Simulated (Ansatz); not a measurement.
InSb in the zincblende structure was put through Ansatz (plane waves). The cell was relaxed with r2SCAN and then strained (xy shear, engineering strain (angle) +0.5 %), with the atoms relaxed again with r2SCAN; k points keep the names of the unstrained zone.

Structure:
```cif
data_structure
_symmetry_space_group_name_H-M 'P 1'
_symmetry_Int_Tables_number 1
_cell_length_a 4.6379
_cell_length_b 4.6379
_cell_length_c 4.6495
_cell_angle_alpha 59.917
_cell_angle_beta 59.917
_cell_angle_gamma 59.835
_cell_volume 70.54
loop_
_atom_site_label
_atom_site_type_symbol
_atom_site_fract_x
_atom_site_fract_y
_atom_site_fract_z
_atom_site_occupancy
In1 In 0.00045 0.00045 0.99955 1
Sb1 Sb 0.24955 0.24955 0.25045 1
```

The output, standing remarks left out:
```
scf.n_extra_bands = 4 over 14 filled bands (N_el = 28.0): the run solves 18 bands
Functional definition: HSE06
Crystal: 2 atoms, lattice volume = 70.543 Å³
Basis set: ecut = 420 eV, 1395 PW (Γ)
Symmetry: 4 space group operations
Space group: Imm2 (ITA 44)
k-points: 18 of 64 (time reversal used)
[warm-up without exact exchange]
SCF 1 converged in 9 iterations: F = -12082.436122 eV  dr2 = 1.49e-10
[exact exchange on]
Exchange kernel: α = 0.2500, screened, ω = 0.2079 Å⁻¹, Wigner–Seitz truncation, v(0) = 1040.8672 eV·Å³, q-mesh 4×4×4
preconditioner: auto → none  [insulator: Δε(μ)=0.124 eV  σ=0.020 eV  ℏωp=18.8 eV]
SCF 2 stopped early in 4 iterations: F = -12090.771248 eV  dr2 = 2.82e-6
hybrid outer 1: dexx = +1.105e-2 eV, tail = 4.20e-5 eV
SCF 3 converged in 5 iterations: F = -12090.771108 eV  dr2 = 2.20e-10
hybrid outer 2: dexx = +5.148e-7 eV, tail = 6.89e-9 eV, Δε = 2.63e-3 eV, ΔF = 6.70e-4 eV/Å
NSCF: frozen V_eff on 8 k-points
hybrid SCF converged: 2 outer / 9 inner (+9 warm-up)
Free energy (F): -12090.771108 eV
Internal energy: -12090.771096 eV  (E = F + TS)
E sigma→0 (E₀):  -12090.771102 eV
Entropy (-TS):   -0.000012 eV (-0.006 meV/atom)
Fermi energy:    6.758926 eV
--- Forces (eV/Å), atoms counted from 1 ---
  atom   1  In      0.00000      0.00000    -0.00776
  atom   2  Sb      0.00000      0.00000      0.00777
--- Stress (GPa, compression-positive) ---
       -0.120756      -0.126764       0.000000
       -0.126764      -0.120756       0.000000
        0.000000       0.000000      -0.122375
  P = ⅓ Tr σ = -0.1213 GPa (-1.213 kbar)
--- Band table (eV; the first three rows and the last of 18) ---
  k-point 0: bands = […, -9.7210, -9.7210, -4.9171, 6.5792, 6.5969, 6.6161, 6.8931, 10.1777, 10.1968, 10.2151]
  k-point 1: bands = […, -9.7215, -9.7213, -4.3523, 2.8430, 5.9955, 6.0153, 8.0206, 10.9524, 10.9667, 11.9738]
  k-point 2: bands = […, -9.7205, -9.7202, -3.4919, 0.6827, 5.5691, 5.5854, 7.6908, 11.0812, 11.0861, 13.4490]
  k-point 17: bands = […, -9.7377, -9.7149, -2.8410, 0.3527, 4.2445, 4.2927, 8.4725, 8.5458, 15.6124, 15.6361]
```

bands.tsv, columns around the gap (it counts bands from 0):
```tsv
# k_distance	band_9	band_10	band_11	band_12	band_13	band_14	band_15	band_16	band_17
# fermi_ev = 6.758925
# [0, 0, 0] at k_distance = 0.000000
# [-0.5, -0.5, 0] at k_distance = 0.957945
# [-0.375, -0.375, 0.25] at k_distance = 1.295785
# [-0.375, 0, 0.375] at k_distance = 1.883385
# [0, 0, 0.5] at k_distance = 2.470986
# [-0.5, -0.25, 0.25] at k_distance = 3.148358
# [-0.005697, -0.005697, -0.011393] at k_distance = 4.224330
# [-0.00651, -0.00651, -0.003255] at k_distance = 4.238767
# levels_relative_to = fermi_ev
0.000	-16.480	-11.676	-0.180	-0.162	-0.143	0.134	3.419	3.438	3.456
0.958	-16.474	-9.600	-6.406	-2.514	-2.466	1.714	1.787	8.853	8.877
1.296	-16.477	-9.648	-6.262	-3.360	-2.107	2.072	4.139	6.892	7.072
1.883	-16.477	-9.644	-6.260	-3.352	-2.129	2.039	4.188	6.872	7.078
2.471	-16.479	-10.251	-6.076	-1.190	-1.174	0.932	4.322	4.327	6.690
3.148	-16.479	-9.566	-6.287	-3.091	-2.936	3.996	4.438	4.773	5.457
4.224	-16.480	-11.675	-0.231	-0.165	-0.143	0.182	3.419	3.442	3.457
4.239	-16.480	-11.676	-0.193	-0.174	-0.144	0.158	3.420	3.437	3.458
```
In order the rows are Γ, X, U, K, L, W, Γ–K (0.02), (-0.007, -0.007, -0.003).

**Question.** Write the input file that gave this output.

**Answer.**
```yaml
crystal:
  # lattice and atoms as above
kpoints:
  mp_grid: { grid: [4, 4, 4] }
  band_path:
    path:
      - [0.0, 0.0, 0.0]
      - [-0.5, -0.5, 0.0]
      - [-0.375, -0.375, 0.25]
      - [-0.375, 0.0, 0.375]
      - [0.0, 0.0, 0.5]
      - [-0.5, -0.25, 0.25]
      - [-0.005697, -0.005697, -0.011393]
      - [-0.00651, -0.00651, -0.003255]
    npoints: 1
hamiltonian:
  xc: hse06
scf:
  occupations: { method: fermi_dirac, width: 0.02 }
  n_extra_bands: 4
output:
  forces: true
  stress: true
  eigenvalues: true
```
The exchange loop shows exact exchange. A single point prints forces and stress when the output block asks for them. Keys that only write grids to files are left aside. Not every key shows in the log; this is the file that was used.

Run as `ansatz run input.yaml --threads 2 --pin off --max-ram 2211MiB --backend cpu --events-out ev --progress --plain --runs-dir out`. It took 94 s on 2 threads of Arm Neoverse N1, on a shared host; peak host memory 1.1 GiB.

Spin-unpolarised throughout; all numbers are computed.

No spin-orbit coupling is included; it can move band edges with weight on the heavy atoms by tenths of an eV.

The program warns that its thresholds are loose for a hybrid's stress.

The meshes of the hybrids are coarse, so their gaps aren't converged to the digits shown.
